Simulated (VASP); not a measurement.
# Y (P6_3/mmc) in VASP: notebook, part 7 of 7

VASP 6.6.1.

## 112. Equation of state, PBEsol, 32.02 Å³/atom

File INCAR:

```
SYSTEM = Y
  ADDGRID = .FALSE.
  ALGO = Normal
  EDIFF = 1E-6
  ENCUT = 550
  GGA = PS
  ISIF = 2
  ISMEAR = -1
  LASPH = .TRUE.
  LCHARG = .FALSE.
  LREAL = Auto
  LWAVE = .FALSE.
  NELM = 100
  PREC = Accurate
  SIGMA = 0.15
```

File KPOINTS:

```
k-points
0
G
  18 18 10
  0 0 0
```

File POSCAR:

```
Y
1.0
    3.6105550567      0.0000000000      0.0000000000
   -1.8052775283      3.1268324009      0.0000000000
    0.0000000000      0.0000000000      5.6727111937
Y
2
Direct
    0.6666666667      0.3333333333      0.7500000000
    0.3333333333      0.6666666667      0.2500000000
```

Started as:

```console
$ cat potpaw_PBE.64/Y_sv/POTCAR > POTCAR
$ mpirun -np 1 vasp_std > vasp.out
```

It took 3.8 min on 1 thread of AMD EPYC 9R45 (Zen 5), shared host; peak memory 0.26 GiB.

The run converged, but some of its settings lie outside the range that counts as converged, so its numbers aren't taken as properties of the crystal.

What came out:

```yaml
Free_energy: -13.7667 eV
Pressure: -0.8 GPa
Band_gap_on_the_k_mesh: none (metal or under the smearing width)
```

Caveat: the PAW data sets were made with another functional, which shifts forces and pressure a little.

## 113. Equation of state, PBEsol, 34.00 Å³/atom

INCAR is that of step 112.

KPOINTS is that of step 112.

File POSCAR:

```
Y
1.0
    3.6835152200      0.0000000000      0.0000000000
   -1.8417576100      3.1900177558      0.0000000000
    0.0000000000      0.0000000000      5.7873423041
Y
2
Direct
    0.6666666667      0.3333333333      0.7500000000
    0.3333333333      0.6666666667      0.2500000000
```

Started as:

```console
$ cat potpaw_PBE.64/Y_sv/POTCAR > POTCAR
$ mpirun -np 1 vasp_std > vasp.out
```

Run time: 3.4 min. Hardware: 1 thread of AMD EPYC 9R45 (Zen 5), shared host; peak memory 0.27 GiB.

These settings aren't checked as converged: the numbers below hold their error.

What came out:

```
Free energy            : -13.7191 eV
Pressure               : -3.0 GPa
Band gap on the k mesh : none (metal or under the smearing width)
```

Caveat: the PAW data sets were made with another functional, which shifts forces and pressure a little.

## 114. Equation of state, PBEsol, 32.02 Å³/atom

Edit INCAR of step 113 so:

```diff
@@ -3,3 +3,3 @@
   ALGO = Normal
-  EDIFF = 1E-6
+  EDIFF = 1E-4
   ENCUT = 550
@@ -10,3 +10,3 @@
   LCHARG = .FALSE.
-  LREAL = Auto
+  LREAL = .FALSE.
   LWAVE = .FALSE.
```

KPOINTS is that of step 113.

File POSCAR:

```
Y
1.0
    3.6105550567      0.0000000000      0.0000000000
   -1.8052775283      3.1268324009      0.0000000000
    0.0000000000      0.0000000000      5.6727111937
Y
2
Direct
    0.6666666667      0.3333333333      0.7500000000
    0.3333333333      0.6666666667      0.2500000000
```

Potentials or basis: VASP PAW PBE potentials, release 64 (Y_sv).

Started as:

```console
$ cat potpaw_PBE.64/Y_sv/POTCAR > POTCAR
$ mpirun -np 1 vasp_std > vasp.out
```

It took 83 s on 1 thread of AMD EPYC 9R45 (Zen 5), shared host; peak memory 0.33 GiB.

These settings aren't checked as converged: the numbers below hold their error.

What came out:

```yaml
Free_energy: -13.7670 eV
Pressure: -0.9 GPa
Band_gap_on_the_k_mesh: none (metal or under the smearing width)
```

Caveat: the PAW data sets were made with another functional, which shifts forces and pressure a little.

## 115. Equation of state, PBEsol, 34.00 Å³/atom

INCAR is that of step 114.

KPOINTS is that of step 114.

File POSCAR:

```
Y
1.0
    3.6835152200      0.0000000000      0.0000000000
   -1.8417576100      3.1900177558      0.0000000000
    0.0000000000      0.0000000000      5.7873423041
Y
2
Direct
    0.6666666667      0.3333333333      0.7500000000
    0.3333333333      0.6666666667      0.2500000000
```

Started as:

```console
$ cat potpaw_PBE.64/Y_sv/POTCAR > POTCAR
$ mpirun -np 1 vasp_std > vasp.out
```

Wall time 86 s (1 thread of AMD EPYC 9R45 (Zen 5), shared host); peak memory 0.35 GiB.

These settings aren't checked as converged: the numbers below hold their error.

What came out:

```yaml
Free_energy: -13.7193 eV
Pressure: -3.1 GPa
Band_gap_on_the_k_mesh: none (metal or under the smearing width)
```

Caveat: the PAW data sets were made with another functional, which shifts forces and pressure a little.

## 116. Equation of state, PBEsol, 32.02 Å³/atom

Edit INCAR of step 115 so:

```diff
@@ -3,4 +3,4 @@
   ALGO = Normal
-  EDIFF = 1E-4
-  ENCUT = 550
+  EDIFF = 1E-6
+  ENCUT = 450
   GGA = PS
```

File KPOINTS:

```
k-points
0
G
  20 20 11
  0 0 0
```

File POSCAR:

```
Y
1.0
    3.6105550567      0.0000000000      0.0000000000
   -1.8052775283      3.1268324009      0.0000000000
    0.0000000000      0.0000000000      5.6727111937
Y
2
Direct
    0.6666666667      0.3333333333      0.7500000000
    0.3333333333      0.6666666667      0.2500000000
```

Started as:

```console
$ cat potpaw_PBE.64/Y_sv/POTCAR > POTCAR
$ mpirun -np 1 vasp_std > vasp.out
```

Wall time 1.7 min (1 thread of AMD EPYC 9R45 (Zen 5), shared host); peak memory 0.31 GiB.

The run converged, but some of its settings lie outside the range that counts as converged, so its numbers aren't taken as properties of the crystal.

What came out:

* Free energy: -13.7665 eV
* Pressure: -0.8 GPa
* Band gap on the k mesh: none (metal or under the smearing width)

Caveat: the PAW data sets were made with another functional, which shifts forces and pressure a little.

## 117. Equation of state, PBEsol, 34.00 Å³/atom

INCAR is that of step 116.

KPOINTS is that of step 116.

File POSCAR:

```
Y
1.0
    3.6835152200      0.0000000000      0.0000000000
   -1.8417576100      3.1900177558      0.0000000000
    0.0000000000      0.0000000000      5.7873423041
Y
2
Direct
    0.6666666667      0.3333333333      0.7500000000
    0.3333333333      0.6666666667      0.2500000000
```

Potentials or basis: VASP PAW PBE potentials, release 64 (Y_sv).

Started as:

```console
$ cat potpaw_PBE.64/Y_sv/POTCAR > POTCAR
$ mpirun -np 1 vasp_std > vasp.out
```

Wall time 1.7 min (1 thread of AMD EPYC 9R45 (Zen 5), shared host); peak memory 0.32 GiB.

These settings aren't checked as converged: the numbers below hold their error.

Results:

* Free energy: -13.7190 eV
* Pressure: -3.0 GPa
* Band gap on the k mesh: none (metal or under the smearing width)

Caveat: the PAW data sets were made with another functional, which shifts forces and pressure a little.

## 118. Equation of state, PBEsol, 32.02 Å³/atom

Edit INCAR of step 117 so:

```diff
@@ -4,3 +4,3 @@
   EDIFF = 1E-6
-  ENCUT = 450
+  ENCUT = 550
   GGA = PS
```

KPOINTS is that of step 117.

File POSCAR:

```
Y
1.0
    3.6105550567      0.0000000000      0.0000000000
   -1.8052775283      3.1268324009      0.0000000000
    0.0000000000      0.0000000000      5.6727111937
Y
2
Direct
    0.6666666667      0.3333333333      0.7500000000
    0.3333333333      0.6666666667      0.2500000000
```

Started as:

```console
$ cat potpaw_PBE.64/Y_sv/POTCAR > POTCAR
$ mpirun -np 1 vasp_std > vasp.out
```

Wall time 2 min (1 thread of AMD EPYC 9R45 (Zen 5), shared host); peak memory 0.37 GiB.

The run converged, but some of its settings lie outside the range that counts as converged, so its numbers aren't taken as properties of the crystal.

Results:

| Property | Result |
| --- | --- |
| Free energy | -13.7670 eV |
| Pressure | -0.8 GPa |
| Band gap on the k mesh | none (metal or under the smearing width) |

Caveat: the PAW data sets were made with another functional, which shifts forces and pressure a little.

## 119. Equation of state, PBEsol, 34.00 Å³/atom

INCAR is that of step 118.

KPOINTS is that of step 118.

File POSCAR:

```
Y
1.0
    3.6835152200      0.0000000000      0.0000000000
   -1.8417576100      3.1900177558      0.0000000000
    0.0000000000      0.0000000000      5.7873423041
Y
2
Direct
    0.6666666667      0.3333333333      0.7500000000
    0.3333333333      0.6666666667      0.2500000000
```

Started as:

```console
$ cat potpaw_PBE.64/Y_sv/POTCAR > POTCAR
$ mpirun -np 1 vasp_std > vasp.out
```

Wall time 2.1 min (1 thread of AMD EPYC 9R45 (Zen 5), shared host); peak memory 0.38 GiB.

The run converged, but some of its settings lie outside the range that counts as converged, so its numbers aren't taken as properties of the crystal.

Results:

```
Free energy            : -13.7193 eV
Pressure               : -3.0 GPa
Band gap on the k mesh : none (metal or under the smearing width)
```

Caveat: the PAW data sets were made with another functional, which shifts forces and pressure a little.

## 120. Equation of state, PBEsol, 32.02 Å³/atom

Edit INCAR of step 119 so:

```diff
@@ -4,3 +4,3 @@
   EDIFF = 1E-6
-  ENCUT = 550
+  ENCUT = 700
   GGA = PS
```

File KPOINTS:

```
k-points
0
G
  18 18 10
  0 0 0
```

File POSCAR:

```
Y
1.0
    3.6105550567      0.0000000000      0.0000000000
   -1.8052775283      3.1268324009      0.0000000000
    0.0000000000      0.0000000000      5.6727111937
Y
2
Direct
    0.6666666667      0.3333333333      0.7500000000
    0.3333333333      0.6666666667      0.2500000000
```

Potentials or basis: VASP PAW PBE potentials, release 64 (Y_sv).

Started as:

```console
$ cat potpaw_PBE.64/Y_sv/POTCAR > POTCAR
$ mpirun -np 1 vasp_std > vasp.out
```

It took 2.4 min on 1 thread of AMD EPYC 9R45 (Zen 5), shared host; peak memory 0.45 GiB.

The run converged, but some of its settings lie outside the range that counts as converged, so its numbers aren't taken as properties of the crystal.

What came out:

| Property | Result |
| --- | --- |
| Free energy | -13.7671 eV |
| Pressure | -0.8 GPa |
| Band gap on the k mesh | none (metal or under the smearing width) |

Caveat: the PAW data sets were made with another functional, which shifts forces and pressure a little.

## 121. Equation of state, PBEsol, 34.00 Å³/atom

INCAR is that of step 120.

KPOINTS is that of step 120.

File POSCAR:

```
Y
1.0
    3.6835152200      0.0000000000      0.0000000000
   -1.8417576100      3.1900177558      0.0000000000
    0.0000000000      0.0000000000      5.7873423041
Y
2
Direct
    0.6666666667      0.3333333333      0.7500000000
    0.3333333333      0.6666666667      0.2500000000
```

Started as:

```console
$ cat potpaw_PBE.64/Y_sv/POTCAR > POTCAR
$ mpirun -np 1 vasp_std > vasp.out
```

Wall time 2.7 min (1 thread of AMD EPYC 9R45 (Zen 5), shared host); peak memory 0.46 GiB.

The run converged, but some of its settings lie outside the range that counts as converged, so its numbers aren't taken as properties of the crystal.

Results:

```yaml
Free_energy: -13.7194 eV
Pressure: -3.0 GPa
Band_gap_on_the_k_mesh: none (metal or under the smearing width)
```

Caveat: the PAW data sets were made with another functional, which shifts forces and pressure a little.

## 122. Band structure, LDA

File INCAR:

```
SYSTEM = Y
PREC = Accurate
ENCUT = 520
EDIFF = 1E-6
ISMEAR = -1
SIGMA = 0.05
LREAL = .FALSE.
LASPH = .TRUE.
NELM = 80
ALGO = Normal
ISIF = 2
LWAVE = .FALSE.
LCHARG = .FALSE.
LMAXMIX = 4
GGA = CA
NBANDS = 18
```

File KPOINTS:

```
Automatic mesh
0
G
  8 8 5
  0 0 0
```

File POSCAR:

```
Y
1.0
    3.6474000000      0.0000000000      0.0000000000
   -1.8237000000      3.1587410578      0.0000000000
    0.0000000000      0.0000000000      5.7306000000
Y
2
Direct
    0.6666666667      0.3333333333      0.7500000000
    0.3333333333      0.6666666667      0.2500000000
```

File KPOINTS_OPT:

```
path GMKGALHA,LM,KH
15
line-mode
reciprocal
 0.0000000000  0.0000000000  0.0000000000  G
 0.5000000000  0.0000000000  0.0000000000  M

 0.5000000000  0.0000000000  0.0000000000  M
 0.3333333333  0.3333333333  0.0000000000  K

 0.3333333333  0.3333333333  0.0000000000  K
 0.0000000000  0.0000000000  0.0000000000  G

 0.0000000000  0.0000000000  0.0000000000  G
 0.0000000000  0.0000000000  0.5000000000  A

 0.0000000000  0.0000000000  0.5000000000  A
 0.5000000000  0.0000000000  0.5000000000  L

 0.5000000000  0.0000000000  0.5000000000  L
 0.3333333333  0.3333333333  0.5000000000  H

 0.3333333333  0.3333333333  0.5000000000  H
 0.0000000000  0.0000000000  0.5000000000  A

 0.5000000000  0.0000000000  0.5000000000  L
 0.5000000000  0.0000000000  0.0000000000  M

 0.3333333333  0.3333333333  0.0000000000  K
 0.3333333333  0.3333333333  0.5000000000  H
```

Potentials or basis: VASP PAW LDA potentials, release 64 (Y_sv).

Started as:

```console
$ cat potpaw_LDA.64/Y_sv/POTCAR > POTCAR
$ mpirun -np 1 vasp_std > vasp.out
```

Wall time 64 s (1 thread of AMD EPYC 9R45 (Zen 5), shared host); peak memory 0.16 GiB.

The run converged. Its results:

```yaml
Free_energy: -13.8171 eV
Pressure: -3.9 GPa
Band_gap_along_the_path: none (metal or under the smearing width)
```

Stress tensor (GPa, compression positive):
```
-3.71  0.00  0.00
 0.00 -3.71  0.00
 0.00  0.00 -4.18
```

Levels at the corners of the path, in eV from the Fermi level:
| point | band 8 | band 9 | band 10 | band 11 | band 12 | band 13 |
| --- | --- | --- | --- | --- | --- | --- |
| Γ | -22.26 | -4.66 | -1.86 | 0.96 | 1.70 | 1.70 |
| M | -22.35 | -1.67 | -1.18 | -0.80 | -0.05 | 1.38 |
| M | -22.35 | -1.67 | -1.18 | -0.80 | -0.05 | 1.38 |
| K | -22.49 | -0.69 | -0.64 | -0.64 | -0.40 | 1.05 |
| K | -22.49 | -0.69 | -0.64 | -0.64 | -0.40 | 1.05 |
| Γ | -22.26 | -4.66 | -1.86 | 0.96 | 1.70 | 1.70 |
| Γ | -22.26 | -4.66 | -1.86 | 0.96 | 1.70 | 1.70 |
| A | -22.33 | -3.23 | -3.23 | 0.93 | 0.93 | 1.62 |
| A | -22.33 | -3.23 | -3.23 | 0.93 | 0.93 | 1.62 |
| L | -22.41 | -1.64 | -1.64 | 0.07 | 0.07 | 1.42 |
| L | -22.41 | -1.64 | -1.64 | 0.07 | 0.07 | 1.42 |
| H | -22.36 | -0.40 | -0.40 | -0.35 | -0.35 | 0.44 |
| H | -22.36 | -0.40 | -0.40 | -0.35 | -0.35 | 0.44 |
| A | -22.33 | -3.23 | -3.23 | 0.93 | 0.93 | 1.62 |
| L | -22.41 | -1.64 | -1.64 | 0.07 | 0.07 | 1.42 |
| M | -22.35 | -1.67 | -1.18 | -0.80 | -0.05 | 1.38 |
| K | -22.49 | -0.69 | -0.64 | -0.64 | -0.40 | 1.05 |
| H | -22.36 | -0.40 | -0.40 | -0.35 | -0.35 | 0.44 |

## 123. For comparison

An earlier run on the cell as given: functional PBE; potentials or basis VASP PAW PBE potentials, release 64 (Y_sv); cutoff 520 eV; k mesh 8 × 8 × 5; occupations fermi-dirac, width 0.05 eV; no spin polarisation.

* Pressure: -0.2 GPa
* Band gap on the k mesh: none (metal or under the smearing width)
